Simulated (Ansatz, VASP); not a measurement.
**InAs: VASP beside Ansatz**

```
CELL_PARAMETERS angstrom
0.00000 2.87528 2.87528
2.87528 0.00000 2.87528
2.87528 2.87528 0.00000
ATOMIC_POSITIONS crystal
In 0.50000 0.50000 0.50000
As 0.00000 0.00000 0.00000
```

Measurements of this composition are mostly on another form, of space group No. 216.

Alike in both runs: functional PBE; k mesh 12 × 12 × 12; occupations gaussian, width 0.1 eV; no spin polarisation.

Ansatz relaxed the structure, and its values are those at the end. VASP's run is a single point on that final structure, the one shown.

|  | VASP | Ansatz |
| --- | --- | --- |
| version | VASP 6.6.1 | Ansatz 0.2.0 |
| potentials or method | VASP PAW PBE potentials, release 64 (In_d, As) | scalar-relativistic, plane waves, PAW |
| plane-wave cutoff (eV) | 520 | 420 |
| valence electrons in the cell | 18 | 28 |

|  | VASP | Ansatz | Ansatz less VASP |
| --- | --- | --- | --- |
| gap on the k mesh at the Fermi level (eV) | none | none | - |
| pressure (GPa) | 0.0 | 0.0 | -0.05 |

A gap of «none» marks a metal or a gap that the smearing closes. With one functional, cell and mesh, what is left measures potentials, basis and numerics. The two sets of potentials don't hold the same shells in valence.
